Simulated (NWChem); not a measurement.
**C4H6 (methylenecyclopropane): levels of theory compared**

Wanted: a comparison of 4 runs (HF/def2-SVP, SVWN5/def2-SVP, MP2/def2-SVP, CCSD(T)/def2-SVP) of C4H6 (methylenecyclopropane). 

Program for the calculation: NWChem 7.3.0.

2 further runs of the same task are left out: 2 set aside as unsound or not needed. Runs told in other sessions of the task aren't counted.

**1. Starting point**

C4H6 has 10 atoms, charge 0, and is taken as a singlet. SMILES: `C=C1CC1`. The C3–H7 distance was set to 1.411 Å, away from the relaxed value.

Bond lengths: C1–C2 1.314 Å, C2–C3 1.458 Å, C2–C4 1.458 Å, C3–C4 1.528 Å, C1–H5 1.085 Å, C1–H6 1.085 Å, C3–H8 1.085 Å, C4–H9 1.085 Å, C4–H10 1.085 Å. Some angles: C1–C2–C3 148.4°, C1–C2–C4 148.4°, C3–C2–C4 63.2°, C2–C3–C4 58.4°, C2–C4–C3 58.4°, C2–C1–H5 121.2°, C2–C1–H6 121.2°, C2–C3–H8 118.7°, C4–C3–H8 117.7°, C2–C4–H9 118.7°. A long bond or contact: C3–H7 1.411 Å.

**2. A single-point energy at HF/def2-SVP (run 1)**

run.py reads:

```python
from ase import Atoms
from ase.calculators.nwchem import NWChem

system = Atoms(['C', 'C', 'C', 'C', 'H', 'H', 'H', 'H', 'H', 'H'], positions=[
    [-1.115291, 1.009748, -0.971912],
    [-0.135941, 0.421338, -0.321942],
    [0.690989, -0.764092, -0.130142],
    [0.887309, 0.494138, 0.714108],
    [-1.653261, 0.497578, -1.762502],
    [-1.415731, 2.025438, -0.737672],
    [0.122140, -1.892780, 0.496620],
    [1.447779, -0.997292, -0.872242],
    [1.773849, 1.092418, 0.529908],
    [0.579499, 0.457438, 1.754168],
])

calc = NWChem(
    label='c4h6',
    theory='scf',
    memory='2200 mb',
    basis='def2-SVP',
    basispar='spherical bse',
    scf={'nopen': '0', 'rhf': None, 'thresh': '1e-08', 'maxiter': '80'},
    task='energy',
)
system.calc = calc

e = system.get_potential_energy()
print(f"E = {e:.6f} eV")
print("dipole (e A):", system.get_dipole_moment().round(4))
```

Command:

```console
$ export ASE_NWCHEM_COMMAND="nwchem PREFIX.nwi > PREFIX.nwo"
$ python run.py
```

The program printed:

```text
E = -4210.576352 eV
dipole (e A): [0.0607 0.0309 0.0181]
```

The calculator wrote c4h6.nwi:

```
title "c4h6"

permanent_dir c4h6

scratch_dir c4h6

start c4h6

geometry units angstrom nocenter noautosym noautoz
  C  -1.1152910000000000e+00 1.0097480000000001e+00 -9.7191200000000000e-01
  C  -1.3594100000000001e-01 4.2133799999999999e-01 -3.2194200000000001e-01
  C  6.9098899999999996e-01 -7.6409199999999999e-01 -1.3014200000000001e-01
  C  8.8730900000000001e-01 4.9413800000000002e-01 7.1410799999999997e-01
  H  -1.6532610000000001e+00 4.9757800000000002e-01 -1.7625020000000000e+00
  H  -1.4157310000000001e+00 2.0254379999999998e+00 -7.3767199999999999e-01
  H  1.2214000000000000e-01 -1.8927799999999999e+00 4.9662000000000001e-01
  H  1.4477789999999999e+00 -9.9729199999999996e-01 -8.7224199999999996e-01
  H  1.7738490000000000e+00 1.0924179999999999e+00 5.2990800000000005e-01
  H  5.7949899999999999e-01 4.5743800000000001e-01 1.7541679999999999e+00
end

memory 2200 mb

basis spherical bse noprint
   * library def2-SVP
end

scf
  nopen 0
  rhf
  thresh 1e-08
  maxiter 80
end

task scf energy
```

c4h6.nwo, shortened:

```text
[...]
      One-electron energy =   -422.454645784800
[... 1 line left out ...]
 Nuclear repulsion energy =    108.714699989953
[... 33 lines left out ...]
                       ROHF Final Molecular Orbital Analysis
[... 184 lines left out ...]
 center of mass
[...]
```

Run time: 8.7 s. Hardware: 1 thread of Intel Xeon 6975P-C (Granite Rapids), shared host; peak memory 0.096 GiB.

**3. A single-point energy at SVWN5/def2-SVP (run 2)**

c4h6.xyz reads:

```xyz
10
C4H6
C     -1.115291     1.009748    -0.971912
C     -0.135941     0.421338    -0.321942
C      0.690989    -0.764092    -0.130142
C      0.887309     0.494138     0.714108
H     -1.653261     0.497578    -1.762502
H     -1.415731     2.025438    -0.737672
H      0.122140    -1.892780     0.496620
H      1.447779    -0.997292    -0.872242
H      1.773849     1.092418     0.529908
H      0.579499     0.457438     1.754168
```

run.py reads:

```python
from ase.io import read
from ase.calculators.nwchem import NWChem

atoms = read('c4h6.xyz')

calc = NWChem(
    label='c4h6',
    theory='dft',
    memory='2200 mb',
    basis='def2-SVP',
    basispar='spherical bse',
    dft={'xc': 'slater vwn_5', 'mult': '1', 'grid': 'xfine', 'convergence': 'energy 1e-08', 'iterations': '100', 'mulliken': None, 'print': 'low'},
    task='energy',
)
atoms.calc = calc

e = atoms.get_potential_energy()
print(f"E = {e:.6f} eV")
```

Command:

```console
$ export ASE_NWCHEM_COMMAND="nwchem PREFIX.nwi > PREFIX.nwo"
$ python run.py
```

The program printed:

```text
E = -4200.038737 eV
```

The calculator wrote c4h6.nwi:

```
title "c4h6"

permanent_dir c4h6

scratch_dir c4h6

start c4h6

geometry units angstrom nocenter noautosym noautoz
  C  -1.1152910000000000e+00 1.0097480000000001e+00 -9.7191200000000000e-01
  C  -1.3594100000000001e-01 4.2133799999999999e-01 -3.2194200000000001e-01
  C  6.9098899999999996e-01 -7.6409199999999999e-01 -1.3014200000000001e-01
  C  8.8730900000000001e-01 4.9413800000000002e-01 7.1410799999999997e-01
  H  -1.6532610000000001e+00 4.9757800000000002e-01 -1.7625020000000000e+00
  H  -1.4157310000000001e+00 2.0254379999999998e+00 -7.3767199999999999e-01
  H  1.2214000000000000e-01 -1.8927799999999999e+00 4.9662000000000001e-01
  H  1.4477789999999999e+00 -9.9729199999999996e-01 -8.7224199999999996e-01
  H  1.7738490000000000e+00 1.0924179999999999e+00 5.2990800000000005e-01
  H  5.7949899999999999e-01 4.5743800000000001e-01 1.7541679999999999e+00
end

memory 2200 mb

basis spherical bse noprint
   * library def2-SVP
end

dft
  xc slater vwn_5
  mult 1
  grid xfine
  convergence energy 1e-08
  iterations 100
  mulliken
  print low
end

task dft energy
```

c4h6.nwo:

```text
Northwest Computational Chemistry Package (NWChem) 7.3.0
             --------------------------------------------------------

           Job information
           ---------------

    nwchem branch   = 7.3.0
    use scalapack   = T
    input           = c4h6.nwi
    prefix          = c4h6.
    data base       = c4h6/c4h6.db
    status          = startup
    nproc           =        1

           Memory information
           ------------------

    heap     =     72089598 doubles =      550.0 Mbytes
    stack    =     72089595 doubles =      550.0 Mbytes
    global   =    144179200 doubles =     1100.0 Mbytes (distinct from heap & stack)
    total    =    288358393 doubles =     2200.0 Mbytes
    verify   = yes
    hardfail = no

           Directory information
           ---------------------

  0 permanent = c4h6
  0 scratch   = c4h6

                                NWChem Input Module
                                -------------------

                                       c4h6
                                       ----

[... 24 lines left out ...]
            Nuclear Dipole moment (a.u.)
[... 78 lines left out ...]
   convergence    iter        energy       DeltaE   RMS-Dens  Diis-err    time
[... 13 lines left out ...]
         Total DFT energy =     -154.348577960015
      One electron energy =     -423.061168089424
           Coulomb energy =      182.284863097348
    Exchange-Corr. energy =      -22.286972957891
 Nuclear repulsion energy =      108.714699989953
[... 1 line left out ...]
 Numeric. integr. density =       30.000000006016

     Total iterative time =     14.2s

     ---------------------------------------------
      Total Density - Mulliken Population Analysis
     ---------------------------------------------

    Atom       Charge   Shell Charges
 -----------   ------   -------------------------------------------------------
    1 C    6     6.12   1.98  0.89  0.26  2.12  0.84  0.02
    2 C    6     6.03   1.98  0.89  0.30  2.12  0.70  0.05
    3 C    6     6.19   1.98  0.90  0.28  2.08  0.92  0.03
[... 6 lines of this table left out ...]
   10 H    1     0.91   0.71  0.19  0.02

     -------------------------------------------
      Total Density - Lowdin Population Analysis
     -------------------------------------------

    Atom       Charge   Shell Charges
 -----------   ------   -------------------------------------------------------
    1 C    6     6.09   1.96  0.59  0.32  1.90  1.25  0.07
    2 C    6     6.04   1.96  0.59  0.28  1.94  1.15  0.12
    3 C    6     6.09   1.96  0.59  0.33  1.87  1.26  0.08
[... 6 lines of this table left out ...]
   10 H    1     0.95   0.62  0.26  0.07

 Task  times  cpu:       14.4s     wall:       14.4s
 Total times  cpu:       14.4s     wall:       14.4s
```

It took 16 s on 1 thread of Intel Xeon 6975P-C (Granite Rapids), shared host; peak memory 0.14 GiB.

Run 3 isn't shown in full; the table further down has it.

**4. The energy at CCSD(T)/def2-SVP (run 4)**

Edit c4h6.xyz of step 3 so:

```diff
@@ -1,3 +1,3 @@
 10
-C4H6
+
 C     -1.115291     1.009748    -0.971912
```

c4h6.nw reads:

```
start c4h6
memory stack 880 mb heap 220 mb global 1100 mb
charge 0

geometry noautosym nocenter noautoz
 load c4h6.xyz
end

basis "ao basis" spherical bse
 * library def2-SVP
end

scf
 singlet
 rhf
 thresh 1e-08
 maxiter 80
 print low
end

ccsd
 freeze core 4
 maxiter 60
end

task ccsd(t) energy
```

Command:

```console
$ nwchem c4h6.nw > c4h6.out
```

The program printed:

```text
[...]
  functions       =    86
[...]
  wavefunction    = RHF
[...]
         Total SCF energy =   -154.735828149187
      One-electron energy =   -422.454645784773
      Two-electron energy =    159.004117645633
 Nuclear repulsion energy =    108.714699989953
        Time for solution =      5.6s
[...]
 Total MP2 energy:           -155.279750008028572
[...]
             energy      energy      error      ampl     ampl      Block
                                                time     time      time
[...]
 Total CCSD energy:           -155.323717490410502
[...]
 Total CCSD+T(CCSD) energy:           -155.345918113053330
[...]
 Total CCSD(T) energy:                -155.345340649977345
[...]
```

It took 79 s on 1 thread of Intel Xeon 6975P-C (Granite Rapids), shared host; peak memory 0.24 GiB.

**5. The series**

```csv
run,level,iteration cap,module,energy (Eh),wall time
1,HF/def2-SVP,80,scf,-154.735828,8.7 s
2,SVWN5/def2-SVP,100,dft,-154.348578,16 s
3,MP2/def2-SVP,80,mp2,-155.279750,8.1 s
4,CCSD(T)/def2-SVP,80,ccsd(t),-155.345341,79 s
```

**6. Results**

| quantity | value |
| --- | --- |
| run 4: total energy | -155.34534 Eh |
| run 4: correlation energy (4 core orbitals frozen) | -609.5 mEh |
| run 4: (T) correction | -21.62 mEh |

**Reading.** Below the HF energy at the same shape and in the same basis (def2-SVP): MP2 -543.9 mEh; CCSD(T) -609.5 mEh. All runs together took 1.9 min, the longest 79 s.
